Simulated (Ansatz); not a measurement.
# Bi: stiffness from a series of strains

```yaml
crystal:
  lattice:
    - [3.33628, -3.05540, 0.00000]
    - [3.33628, 3.05540, 0.00000]
    - [-1.15098, 0.00000, 3.09291]
  atoms:
    - { symbol: Bi, position: [0.25180, 0.25180, 0.14900] }
    - { symbol: Bi, position: [0.74820, 0.74820, 0.85100] }
```

Atom numbers follow the list: Bi1, Bi2.

The structure is an experimental refinement, used without relaxation.

No spin–orbit coupling, which matters for the heavy atoms here.

These are results of Ansatz 0.2.0, DFT, PBE, all-electron LAPW, scalar-relativistic, not measurements.

Sampling and basis: a Γ-centred 8×8×11 k mesh, Fermi–Dirac smearing of 0.05 eV, basis error target 0.25 meV/atom, no spin polarisation.

The strain is applied along the Cartesian axes of the cell as listed (the other components stay zero). Fractional coordinates are held (clamped ions).

σ is the change of stress from the unstrained cell, which is at 4.09 GPa; tension is positive, so slopes are stress–strain coefficients at that pressure. In a metal the k mesh adds noise.

Only quantities that a quadratic follows smoothly over the whole series are listed; rougher ones are left out.

| εxx = εyy | σzz (GPa) | σxx (GPa) |
| --- | --- | --- |
| -0.0300 | -3.25 | -5.24 |
| -0.0200 | -2.10 | -3.34 |
| 0.0000 | 0.00 | 0.00 |
| 0.0100 | 0.92 | 1.42 |
| 0.0200 | 1.84 | 2.66 |
| 0.0300 | 2.70 | 3.76 |

Problem. Fit the series and read off the stiffness at zero strain.

Solution. Least-squares fits y = p0 + p1 x + p2 x² to the rows give σzz (GPa): p1 = 98.9, p2 = -290; σxx (GPa): p1 = 150, p2 = -820. So C13 + C23 = 99 GPa and C11 + C12 = 150 GPa, for these axes.

Problem. One run, at εxx = εyy = -0.0100, is withheld. Predict its row.

Solution. The fits give -1.04, -1.59; the run gave -0.99, -1.60.
